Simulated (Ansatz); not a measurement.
# C: the crystal squeezed far

An exercise on one series of results from a longer session: the logs are not shown, and one member is left open.

Program: Ansatz 0.2.0. Level of theory: DFT PBEsol, with the methods named in each step. These are calculated values, not measurements.

1 further run of the same task is left out (it didn't finish).

## The starting structure

Symmetry: Fd-3m, No. 227, cubic system. Conventional cell: a = 3.573 Å, b = 3.573 Å, c = 3.573 Å, α = 90.00°, β = 90.00°, γ = 90.00°. C (site symmetry -43m) has 4 C at 1.55 Å as nearest neighbours.

As a file:

```xyz
2
Lattice="0.0000 1.7863 1.7863 1.7863 0.0000 1.7863 1.7863 1.7863 0.0000" Properties=species:S:1:pos:R:3 pbc="T T T"
C    -0.4466   -0.4466   -0.4466
C     0.4466    0.4466    0.4466
```

Whether this phase is the stable one at these pressures isn't tested.

Atoms are numbered in the order of the input: C1, C2.

Set-up of the first run:

The input, input.yaml:

```yaml
crystal:
  lattice:
    - [0.0, 1.7863159877, 1.7863159877]
    - [1.7863159877, 0.0, 1.7863159877]
    - [1.7863159877, 1.7863159877, 0.0]
  atoms:
    - { symbol: C, position: [-0.125, -0.125, -0.125] }
    - { symbol: C, position: [0.125, 0.125, 0.125] }
kpoints:
  mp_grid: { grid: [20, 20, 20] }
scf:
  occupations: { method: fermi_dirac, width: 0.1 }
hamiltonian:
  xc: pbesol
  pseudopotentials: { kind: paw }
output:
  forces: true
  stress: true
relax:
  f_tol: 0.005
  max_steps: 40
  cell: {}
```

Command:

```
$ ansatz run input.yaml --threads 1 --pin off --max-ram 2048MiB --backend cpu --events-out ev --progress --plain --runs-dir out
```

Steps of the session up to this table: Cell relaxed at zero pressure, PAW; Volume scaled by 1, PAW; Volume scaled by 0.94, PAW; Volume scaled by 0.88, PAW; Volume scaled by 0.88, PAW (source ansatz); Volume scaled by 0.8, PAW; Volume scaled by 0.72, PAW; Volume scaled by 0.72, PAW (partial_waves polarizable); Volume scaled by 0.64, PAW; Volume scaled by 0.55, PAW; Volume scaled by 0.45, PAW; Volume scaled by 0.45, PAW (level accurate).

One table of the session follows, with a row left open; its other results are not shown here.

| method | volume over the first | volume (Å³/atom) | pressure (GPa) | gap on the k mesh (eV) |
| --- | --- | --- | --- | --- |
| PAW | 1 | 5.610 | 0.00 | 4.04 |
| PAW | 0.94 | 5.274 | 31.16 | 4.19 |
| PAW | 0.88 | 4.937 | 72.51 | 4.35 |
| PAW | 0.8 | 4.488 | 149.98 | 4.59 |
| PAW | 0.72 | 4.039 | 265.58 | 4.87 |
| PAW | 0.64 | ? | ? | ? |
| PAW | 0.55 | 3.086 | 767.44 | 5.72 |
| PAW | 0.45 | 2.525 | 1434.66 | 6.52 |
| PAW (level accurate) | 0.45 | 2.525 | 1436.98 | 6.54 |
| PAW (partial_waves polarizable) | 0.72 | 4.039 | 265.58 | 4.87 |
| PAW (source ansatz) | 0.88 | 4.937 | 72.82 | 4.34 |

Q: Estimate the row for PAW, 0.64 from the others.

As computed: volume (Å³/atom): 3.591; pressure (GPa): 442.35; gap on the k mesh (eV): 5.21. In the column «volume (Å³/atom)» it lies between PAW, 0.55 (3.086) and PAW, 0.72 (4.039).

Limits of these values: A fit over so wide a range leans to the high pressures, so B₀ can be off by several per cent. These are semilocal Kohn-Sham gaps, which aren't the measured quantity. Warnings in the runs' records: written density without core change, second datasets.
